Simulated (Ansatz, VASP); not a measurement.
## Two plane-wave programs on LiF (nc)

File INCAR:

```
SYSTEM = LiF
ALGO = Normal
EDIFF = 1E-6
EDIFFG = -0.002
ENCUT = 600
GGA = PE
IBRION = 2
ISIF = 3
ISMEAR = 0
LASPH = .True.
LCHARG = .False.
LREAL = .False.
LWAVE = .False.
NELM = 80
NSW = 100
PREC = Accurate
SIGMA = 0.02
```

Contents of KPOINTS:

```
k-points
0
Gamma
  10 10 10
  0 0 0
```

File POSCAR:

```
LiF
1.0
    0.0000000000      2.0140000000      2.0140000000
    2.0140000000      0.0000000000      2.0140000000
    2.0140000000      2.0140000000      0.0000000000
Li F
1 1
Direct
    0.0000000000      0.0000000000      0.0000000000
    0.5000000000      0.5000000000      0.5000000000
```

Input for Ansatz:

```yaml
crystal:
  lattice:
    - [0.0, 2.014, 2.014]
    - [2.014, 0.0, 2.014]
    - [2.014, 2.014, 0.0]
  atoms:
    - { symbol: Li, position: [0.0, 0.0, 0.0] }
    - { symbol: F, position: [0.5, 0.5, 0.5] }
basis: {}
kpoints:
  mp_grid: { grid: [10, 10, 10] }
hamiltonian:
  xc: pbe
  pseudopotentials: { kind: nc }
scf:
  occupations: { method: gaussian, width: 0.02 }
output:
  forces: true
  stress: true
  eigenvalues: true
relax:
  adjacent_minimum: "off"
  f_tol: 0.002
  max_steps: 80
  cell: { stress_tol: 0.02 }
```

Alike in both runs: task relaxation of cell and atoms; functional PBE; k mesh 10 × 10 × 10; occupations gaussian, width 0.02 eV; no spin polarisation.

|  | VASP | Ansatz |
| --- | --- | --- |
| version | VASP 6.6.1 | Ansatz 0.2.0 |
| potentials or method | VASP PAW PBE potentials, release 64 (Li_sv, F) | scalar-relativistic, plane waves, norm-conserving pseudopotentials |
| plane-wave cutoff (eV) | 600 | 1320 |
| valence electrons in the cell | 10 | 10 |

Ansatz gave:

| Quantity | Value |
| --- | --- |
| gap on the k mesh at the Fermi level, each at its own relaxed structure (eV) | 8.82 |
| relaxed volume (Å³/atom) | 8.40 |
| relaxed cell length with the largest relative difference (Å) | 2.874 |
| energy change over the relaxation (meV/atom) | -1 |

**Question.** What did VASP give for the same quantities?

**Answer.** gap on the k mesh at the Fermi level, each at its own relaxed structure (eV): 8.92; relaxed volume (Å³/atom): 8.33; relaxed cell length with the largest relative difference (Å): 2.867; energy change over the relaxation (meV/atom): -1.

Caveats: the cutoff is under 1.25 times the usual one of these potentials, so pressure, stress and relaxed cells hold a basis-set (Pulay) error (VASP). A k mesh can miss the band edges. Zero-point motion and thermal expansion aren't in these numbers.
